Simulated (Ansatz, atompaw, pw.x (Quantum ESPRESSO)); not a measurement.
**What a changed setting does to a pw.x run (sc Pb)**

Potential: PAW, atompaw 4.2.0.5, PBE; core [Kr] 4d10 4f14, reference 5s2 5p6 5d10 6s2 6p2; waves: 5s (bound): rc 1.60 bohr; 6s (bound): rc 1.25 bohr; 5p (bound): rc 1.45 bohr; 6p (bound): rc 1.65 bohr; 5d (bound): rc 2.40 bohr; 5d channel at -1.1 Ry: rc 2.40 bohr; local part: troulliermartins scheme with l = 3 at 0 Ry, radius 2.15 bohr; core correction: smooth core density matched at 2.15 bohr; augmentation: gaussian compensation charge, radius 2.25 bohr; PAW radius 2.40 bohr; waves and projectors: modrrkj vanderbiltortho.

The reference run (k-mesh 10³, cutoffs 110/900 Ry, Fermi–Dirac 0.01 Ry, mixing_beta 0.4, conv_thr 1e-9, no spin) gives -0.49 GPa at 34.553 Å³/atom, where all-electron LAPW gives -0.11 GPa. This run, with its own iteration cap, changes startingwfc to atomic.

```
&control
  calculation='scf', prefix='x', pseudo_dir='./', outdir='./tmp', tstress=.true., disk_io='none'
/
&system
  ibrav=0, nat=1, ntyp=1, ecutwfc=110, ecutrho=900, nbnd=20,
  occupations='smearing', smearing='fd', degauss=0.01
/
&electrons
  conv_thr=1e-09, mixing_beta=0.4, electron_maxstep=60, startingwfc='atomic'
/
ATOMIC_SPECIES
Pb 1.0 Pb.UPF
CELL_PARAMETERS angstrom
  3.25708121 0.00000000 0.00000000
  0.00000000 3.25708121 0.00000000
  0.00000000 0.00000000 3.25708121
ATOMIC_POSITIONS crystal
Pb 0.0000 0.0000 0.0000
K_POINTS automatic
10 10 10 0 0 0
```

```bash
pw.x < Pb.scf.in > Pb.scf.out
```

Question: How does the run end?

Answer: It converges in 8 iterations; the free energy moves by +0.0 meV/atom and the pressure by +0.01 GPa. The result is that of the reference run.

```
Message from routine setup:
     using ibrav=0 with symmetry is DISCOURAGED, use correct ibrav instead
     lattice parameter (alat)  =       6.1550  a.u.
     unit-cell volume          =     233.1752 (a.u.)^3
     number of electrons       =        22.00
     number of Kohn-Sham states=           20
     kinetic-energy cutoff     =     110.0000  Ry
     charge density cutoff     =     900.0000  Ry
     scf convergence threshold =      1.0E-09
     Exchange-correlation= SLA PW PBX PBC
     number of k points=    56  Fermi-Dirac smearing, width (Ry)=  0.0100
     iteration #  1     ecut=   110.00 Ry     beta= 0.40
     total energy              =   -1116.87209202 Ry
     estimated scf accuracy    <       0.00284700 Ry
     iteration #  2     ecut=   110.00 Ry     beta= 0.40
     total energy              =   -1116.87234549 Ry
     estimated scf accuracy    <       0.00043451 Ry
     iteration #  3     ecut=   110.00 Ry     beta= 0.40
     total energy              =   -1116.87240267 Ry
     estimated scf accuracy    <       0.00007193 Ry
     [... 2 iterations left out ...]
     iteration #  6     ecut=   110.00 Ry     beta= 0.40
     total energy              =   -1116.87240785 Ry
     estimated scf accuracy    <          3.5E-09 Ry
     iteration #  7     ecut=   110.00 Ry     beta= 0.40
     total energy              =   -1116.87240784 Ry
     estimated scf accuracy    <          1.1E-09 Ry
     iteration #  8     ecut=   110.00 Ry     beta= 0.40
     the Fermi energy is    10.3451 ev
!    total energy              =   -1116.87240784 Ry
     estimated scf accuracy    <          2.0E-11 Ry
     smearing contrib. (-TS)   =      -0.00281816 Ry
     The total energy is F=E-TS. E is the sum of the following terms:
     one-electron contribution =    -242.40380554 Ry
     hartree contribution      =     148.00047879 Ry
     xc contribution           =     -33.92847516 Ry
     ewald contribution        =    -223.11192317 Ry
     one-center paw contrib.   =    -765.42586462 Ry
     convergence has been achieved in   8 iterations
          total   stress  (Ry/bohr**3)                   (kbar)     P=       -4.77
     Message from routine punch:
     Nothing written, as per user request (disk_io='none')
```

The run took about 62 s on one core of a shared host (Intel(R) Xeon(R) Platinum 8488C, 96 threads, 744 GiB, load 39).
